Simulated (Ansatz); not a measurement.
Predict the output of the script below (Ansatz 0.2.0, Python API).

`berry_nah.py`
```python
import ansatz as az
import numpy as np
from pymatgen.core import Lattice, Structure
from pymatgen.io.ase import AseAtomsAdaptor


def main() -> None:
    pmg_structure = Structure(
        Lattice([(2.9551, 0.0, 0.0), (0.0, 2.9551, 0.0), (0.0, 0.0, 2.9551)]),
        ['Na', 'H'],
        [
            (0.0, 0.0, 0.0),
            (0.5, 0.5, 0.5),
        ],
    )
    cell = az.Crystal.from_ase(AseAtomsAdaptor.get_atoms(pmg_structure))

    def solve(structure):
        return (
            structure.calculation()
            .scf(tolerance=1e-08)
            .functional('r2SCAN')
            .kpoints(6, 6, 6)
            .occupations('fixed')
            .polarization()
            .run()
            .polarization()
        )


    vectors = np.array(cell.lattice.vectors)
    shifted = cell.move(0, to=np.array(cell.sites[0].position) + 0.03 * np.linalg.inv(vectors)[0])
    before, after = solve(cell), solve(shifted)
    for label, p in (('as typed', before), ('shifted', after)):
        print(label, 'reduced polarisation:', [round(axis.reduced, 4) for axis in p.axes], 'modulo', p.modulus)
    change = np.array([b.reduced - a.reduced for a, b in zip(before.axes, after.axes)])
    change -= before.modulus * np.round(change / before.modulus)
    dipole = change @ vectors
    print('dipole change (e A):', np.round(dipole, 4) + 0.0)
    print('column of the Born charge of', cell.sites[0].symbol, 'for a shift along x:', np.round(dipole / 0.03, 2) + 0.0)


if __name__ == '__main__':
    main()
```

```console
$ python berry_nah.py
DeckWarning: basis.ecutwfc = 500 eV, auto-derived from the records' recommended cutoffs: set by Na (their level for a meta-GGA)
as typed reduced polarisation: [-0.5, -0.5, -0.5] modulo 1
shifted reduced polarisation: [1.5101, -0.5, 1.5] modulo 1
dipole change (e A): [0.0299 0.     0.    ]
column of the Born charge of Na for a shift along x: [1. 0. 0.]
```
(Warnings from the package without file and line.)

Reading the output:
- The structure comes from a database of computed cells and needn't be a stable or known phase.
- Polarisation is defined up to a quantum, so only the change along a continuous path has meaning.
- Hardware and time: 3.9 s on 1 thread of Intel(R) Xeon(R) 6975P-C (Granite Rapids), with other jobs on the host, peak memory 0.47 GiB.

(Lines on the test bed's own set-up are left out of the output.)
